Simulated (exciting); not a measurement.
Pd:

```xyz
1
Lattice="0.0000 1.9465 1.9465 1.9465 0.0000 1.9465 1.9465 1.9465 0.0000" Properties=species:S:1:pos:R:3 pbc="T T T"
Pd    0.0000    0.0000    0.0000
```

```yaml
Program: exciting (release sodium)
Task: single point
Functional: PBE
Potentials_or_basis: all-electron LAPW+lo, shipped species files, valence relativity iora*
rgkmax: 9
k_mesh: 12 × 12 × 12
Occupations: fermi-dirac, width 0.05 eV
Spin: no spin polarisation
gmaxvr_cutoff_of_density_and_potential: 14 1/bohr
lmaxapw_and_lmaxmat: 10
lmaxvr: 8
nempty: 12
Valence_relativity: iora*
epsengy: 1e-05 Ha
epspot: 1e-05 Ha
maxscl: 60
Muffin-tin_radii: Pd 2.3 bohr
```

On this cell: band gap on the k mesh none (metal or under the smearing width).

The same run follows on a disturbed copy (cell strained at random at fixed volume):

```
Pd
1.0
    -0.01113    1.95522    1.94186
     1.97107    0.00634    1.92440
     1.96444    1.93112    0.01297
Pd
1
Cartesian
  -0.0396 0.0408 0.0136
```

Task: What does the disturbed cell give?

Result: The energy (extrapolated to zero smearing) moves by +1.8 meV/atom; band gap on the k mesh none (metal or under the smearing width).

Caveats: the free energy is that total less TS from the occupations.
